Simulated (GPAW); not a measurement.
# Bi (R-3m) in GPAW: reference runs

Aim: a first look at Bi with PBEsol, on the cell as given and on a disturbed one.

Program: GPAW 26.7.0. These are calculated values, not measurements. Logs are shortened: lines on timing, memory, paths and dates and some standing lists are left out, and cuts for length are marked. The log counts tension as positive stress, the text compression.

## 1. The crystal as given

The structure is trigonal, space group R-3m (No. 166). Conventional cell: a = 4.535 Å, b = 4.535 Å, c = 11.814 Å, α = 90.00°, β = 90.00°, γ = 120.00°. Bi (site symmetry 3m) has 6 Bi at 3.06 to 3.52 Å as nearest neighbours.

## 2. Single point, PBEsol

run.py reads:

```python
from ase import Atoms
from ase.dft.bandgap import bandgap
from ase.io import write
from ase.units import Bohr, GPa
from gpaw import GPAW, PW, setup_paths
from gpaw.elf import elf_from_dft_calculation

setup_paths.insert(0, '.')

atoms = Atoms(['Bi', 'Bi'],
              cell=[[2.2675, 1.3091417354, 3.938],
                    [-2.2675, 1.3091417354, 3.938],
                    [0.0, -2.6182834708, 3.938]],
              scaled_positions=[[0.766, 0.766, 0.766],
                                [0.234, 0.234, 0.234]],
              pbc=True)

calc = GPAW(mode=PW(600),
            xc='PBEsol',
            kpts={'size': (7, 7, 7), 'gamma': True},
            occupations={'name': 'fermi-dirac', 'width': 0.05},
            nbands=25,
            convergence={'density': 1e-05, 'energy': 1e-05},
            maxiter=150,
            txt='gpaw.txt')
atoms.calc = calc
energy = atoms.get_potential_energy()
forces = atoms.get_forces()
stress = atoms.get_stress()
calc.write('gs.gpw')
write('result.traj', atoms)
print(f'Energy: {energy:.6f} eV')
print('Forces (eV/A):')
print(forces.round(4))
print('Stress (GPa):', (stress / GPa).round(3))
print('Fermi level:', round(calc.get_fermi_level(), 4), 'eV')
print(f'Gap: {bandgap(calc)[0]:.4f} eV, direct: {bandgap(calc, direct=True)[0]:.4f} eV')

# fields on the real-space grid
write('density.cube', atoms, data=calc.get_pseudo_density() * Bohr**3)
write('potential.cube', atoms, data=calc.get_electrostatic_potential())
write('elf.cube', atoms, data=elf_from_dft_calculation(calc).data)
```

Potentials or basis: PAW data sets generated in the run's folder for this functional, pw.

Launch:

```console
$ gpaw-setup -f PBEsol Bi
$ OMP_NUM_THREADS=1 python run.py
```

gpaw.txt:

```text
__  _  _
 | _ |_)|_||  |
 |__||  | ||/\| - 26.7.0

Input parameters:
  mode=PW(ecut=600.0),
  convergence={'density': 1e-05, 'energy': 1e-05},
  kpts=MonkhorstPack(size=(7, 7, 7), gamma=True),
  maxiter=150,
  nbands=25,
  occupations=Occupations(name='fermi-dirac', width=0.05),
  xc=XC(name='PBEsol')

Diagonalizing LCAO Hamiltonian
Converting LCAO to pw mode

       Bi

       Bi

Atoms  # Å, Bohr magnetons
|   | symbol |         x |        y |        z |    initial magnetic moments |
|---|--------|-----------|----------|----------|-----------------------------|
| 0 |     Bi |  0.000000 | 0.000000 | 9.049524 | ( 0.0000,  0.0000,  0.0000) |
| 1 |     Bi | -0.000000 | 0.000000 | 2.764476 | ( 0.0000,  0.0000,  0.0000) |

Unit cell  # Å
| periodic |         x |         y |        z |  lengths |    angles |
|----------|-----------|-----------|----------|----------|-----------|
|      yes |  2.267500 |  1.309142 | 3.938000 | 4.728980 | 57.304234 |
|      yes | -2.267500 |  1.309142 | 3.938000 | 4.728980 | 57.304234 |
|      yes |  0.000000 | -2.618283 | 3.938000 | 4.728980 | 57.304234 |

Number of symmetries: 12
Symmetry operations  # r_c * U_cc + t_c -> r_c
|    | kind |            matrix            |
|----|------|------------------------------|
|  0 |  E   |  1, 0, 0,  0, 1, 0,  0, 0, 1 |
|  1 |  σ   |  1, 0, 0,  0, 0, 1,  0, 1, 0 |
|  2 |  σ   |  0, 1, 0,  1, 0, 0,  0, 0, 1 |
|  3 |  C3  |  0, 1, 0,  0, 0, 1,  1, 0, 0 |
|  4 |  C3  |  0, 0, 1,  1, 0, 0,  0, 1, 0 |
|  5 |  σ   |  0, 0, 1,  0, 1, 0,  1, 0, 0 |
|  6 |  C2  |  0, 0,-1,  0,-1, 0, -1, 0, 0 |
|  7 |  S6  |  0, 0,-1, -1, 0, 0,  0,-1, 0 |
|  8 |  S6  |  0,-1, 0,  0, 0,-1, -1, 0, 0 |
|  9 |  C2  |  0,-1, 0, -1, 0, 0,  0, 0,-1 |
| 10 |  C2  | -1, 0, 0,  0, 0,-1,  0,-1, 0 |
| 11 |  i   | -1, 0, 0,  0,-1, 0,  0, 0,-1 |

BZ-sampling:
  Number of BZ points: 343
  Number of IBZ points: 44

  Monkhorst-Pack size: [7, 7, 7]
  Monkhorst-Pack shift: [0, 0, 0]

K-points  # in reciprocal-cell coordinates
|     |                                coordinates |     weight |
|-----|--------------------------------------------|------------|
|   0 | (  0.00000000,   0.00000000,   0.00000000) | 0.00291545 |
|   1 | (  0.14285714,   0.00000000,  -0.14285714) | 0.01749271 |
|   2 | (  0.14285714,   0.00000000,   0.00000000) | 0.01749271 |
|   3 | (  0.14285714,   0.14285714,  -0.14285714) | 0.01749271 |
|   4 | (  0.14285714,   0.14285714,   0.00000000) | 0.01749271 |
|   5 | (  0.14285714,   0.14285714,   0.14285714) | 0.00583090 |
|   6 | (  0.28571429,  -0.14285714,  -0.14285714) | 0.01749271 |
|   7 | (  0.28571429,   0.00000000,  -0.28571429) | 0.01749271 |
|   8 | (  0.28571429,   0.00000000,  -0.14285714) | 0.03498542 |
|   9 | (  0.28571429,   0.00000000,   0.00000000) | 0.01749271 |
| ... |                                            |            |
|  43 | (  0.42857143,   0.42857143,   0.42857143) | 0.00583090 |

Plane wave coefficients: 2360
Cutoff: 600.0 eV

Spin-components: 1 (collinear spins)
Bands:           25
Projectors:      12
Spin-degeneracy: 2
Datatype:        complex128

Parallelization:
  kpt:    1
  domain: 1
  band:   1

Density:
  Valence electrons: 30.0
  Components: 1
  Grid points: [27 27 27]
  Charge: 0.0  # |e|

Potential:
  Grid points: [27 27 27]

species:
  Bi:
    name:    Bismuth
    Z:       83.0
    valence: 15
    core:    68
    charge:  0.0  # [|e|]
    compensation charges:
      type: gauss
      rc: 0.38  # [Å]
      lmax: 2
    cutoffs:
      filter: 2.23  # [Å]
      core: 2.33  # [Å]
    projectors
    | kind |    occ | energy [eV] | rcut [Å] |
    |------|--------|-------------|----------|
    |   6s |  2.000 |     -14.443 |    1.286 |
    |   6p |  3.000 |      -4.606 |    1.275 |
    |   5d | 10.000 |     -27.097 |    1.349 |
    |    s |        |      12.769 |    1.286 |
    |    p |        |      22.605 |    1.275 |
    |    d |        |       0.114 |    1.349 |

    Using partial waves for Bi as LCAO basis

Reference energy: -1169387.792455  # eV

eigensolver:
  PPCG
  Converge bands: occupied
  niter=2

density mixing:
  MSR1-Mixer
  Pratt-step length: 0.05
  Maximum mixing coefficient: 0.75
  Old densities: 10
  SVD Regularization: 0.005
  Good broyden scale: 1.0
  Trust region scale: 1.0
  Backstep threshold: 4.0
  History deletion threshold: 6.0
  Fourier metric: weight=20.0, sigma=0.015

occupation numbers:
  Fermi-Dirac:
    width: 0.0500  # eV

poisson solver:
  ecut: 4800.0  # eV

xc functional:
  name: PBEsol with 2 nearest neighbor stencil

convergence criteria:
[... 6 lines left out ...]
|iter     | |      energy | eigst |  dens |
|---------|-|-------------|-------|-------|
|iter:   1| |  -10.208395 | -0.36 |       |
|iter:   2| |  -10.214340 | -2.59 | -1.74 |
|iter:   3| |  -10.216142 | -3.19 | -1.76 |
|iter:   4| |  -10.221462 | -3.45 | -2.17 |
|iter:   5| |  -10.222713 | -4.21 | -2.65 |
|iter:   6| |  -10.222766 | -5.52 | -3.54 |
|iter:   7| |  -10.222773c| -6.51 | -4.25 |
|iter:   8| |  -10.222774c| -6.83 | -4.58 |
|iter:   9| |  -10.222774c| -7.69c| -5.25c|

Converged in 9 steps
Energy contributions relative to reference atoms: (reference = -1169387.792455)

Energy contributions:
  Kinetic:          30.526554
  Coulomb:         -28.387469
  Zero:             -2.927924
  External:          0.000000
  Xc:               -9.433273
  Entropy:          -0.001326
  Spinorbit:         0.000000
  ----------------------------
  Free energy:     -10.223437
  Extrapolated:    -10.222774

dipole moment: (-0.000000, 0.000000, 0.000006)  # |e|*Ang

Fermi level: 5.861
Eigenvalues  # (at kpt = [0.000, 0.000, 0.000])
| band index |      eig [eV] | occ [0-2] |
|------------|---------------|-----------|
|          0 |       -17.104 |     2.000 |
|        ... |               |           |
|          7 |       -16.755 |     2.000 |
|          8 |       -16.632 |     2.000 |
|          9 |       -16.632 |     2.000 |
|         10 |        -7.069 |     2.000 |
|         11 |        -1.317 |     2.000 |
|         12 |         4.467 |     2.000 |
[... 8 lines left out ...]
|         21 |        12.057 |     0.000 |
|         22 |        12.291 |     0.000 |
|        ... |               |           |
|         24 |        13.790 |     0.000 |

Gap: 0.270 eV
Transition (v -> c):
  (s=0, k=36, n=14, [0.43, 0.29, 0.29]) -> (s=0, k=25, n=15, [0.43, 0.00, 0.00])
Direct/indirect transitions are different
Direct gap: 0.529 eV
Transition at: (s=0, k=25, n=14, [0.43, 0.00, 0.00])

Forces  # eV/Ang
|        x |        y |        z |
|----------|----------|----------|
| -0.00000 |  0.00000 | -0.12372 |  # Bi   0
| -0.00000 | -0.00000 |  0.12372 |  # Bi   1

Stress tensor  # eV/Ang^3
|         x |        y |        z |
|-----------|----------|----------|
|  0.002349 | 0.000000 | 0.000000 |
| -0.000000 | 0.002349 | 0.000000 |
|  0.000000 | 0.000000 | 0.003563 |

# Writing to gs.gpw (mode='')
```

It took 40 s on 1 thread of Intel Xeon Platinum 8488C (Sapphire Rapids), shared host; peak memory 0.2 GiB.

What came out:

| Item | Value |
| --- | --- |
| Free energy | -10.2234 eV |
| Pressure | -0.4 GPa |
| Largest force | 0.124 eV/Å |
| Band gap on the k mesh | 0.27 eV, indirect (least direct gap 0.53 eV) |

Forces on the atoms (eV/Å):
```
Bi   0.000  0.000 -0.124
Bi   0.000  0.000  0.124
```

Stress tensor (GPa, compression positive):
```
-0.38  0.00  0.00
 0.00 -0.38  0.00
 0.00  0.00 -0.57
```

Caveat: spin-orbit coupling is left out, which as a rule narrows the gap of such compounds by several tenths of an eV; an odd mesh through Γ misses points on the zone boundary, where band edges often lie.

## 3. Single point, PBEsol (atoms moved at random, drawn with an rms of 0.05 Å)

run.py, as its differences from that of step 2:

```diff
@@ -3,5 +3,4 @@
 from ase.io import write
-from ase.units import Bohr, GPa
+from ase.units import GPa
 from gpaw import GPAW, PW, setup_paths
-from gpaw.elf import elf_from_dft_calculation
 
@@ -13,4 +12,4 @@
                     [0.0, -2.6182834708, 3.938]],
-              scaled_positions=[[0.766, 0.766, 0.766],
-                                [0.234, 0.234, 0.234]],
+              scaled_positions=[[0.772434, 0.786245, 0.754061],
+                                [0.23222, 0.238582, 0.232252]],
               pbc=True)
@@ -37,6 +36 @@
 print(f'Gap: {bandgap(calc)[0]:.4f} eV, direct: {bandgap(calc, direct=True)[0]:.4f} eV')
-
-# fields on the real-space grid
-write('density.cube', atoms, data=calc.get_pseudo_density() * Bohr**3)
-write('potential.cube', atoms, data=calc.get_electrostatic_potential())
-write('elf.cube', atoms, data=elf_from_dft_calculation(calc).data)
```

Potentials or basis: PAW data sets generated in the run's folder for this functional, pw.

Launch:

```console
$ gpaw-setup -f PBEsol Bi
$ OMP_NUM_THREADS=1 python run.py
```

Run time: 2.8 min. Hardware: 1 thread of Intel Xeon Platinum 8488C (Sapphire Rapids), shared host; peak memory 0.38 GiB.

It converged, with:

* Free energy: -10.2048 eV
* Pressure: 0.2 GPa
* Largest force: 0.432 eV/Å
* Band gap on the k mesh: 0.24 eV, indirect (least direct gap 0.52 eV)

Forces in eV/Å, atoms in the order of the input:
```
Bi   0.043 -0.181 -0.390
Bi  -0.043  0.181  0.390
```

Stress tensor (GPa, compression positive):
```
-0.28  0.12 -0.23
 0.12  0.72  0.88
-0.23  0.88  0.17
```

Levels at points of the mesh, in eV from the valence-band top:
```csv
k point,band 11,band 12,band 13,band 14,band 15,band 16,band 17,band 18,band 19,band 20
"(0.00, 0.00, 0.00)",-12.84,-7.00,-1.19,-1.09,-0.96,2.53,3.05,3.30,5.94,6.01
```

Caveat: spin-orbit coupling is left out, which as a rule narrows the gap of such compounds by several tenths of an eV; an odd mesh through Γ misses points on the zone boundary, where band edges often lie.
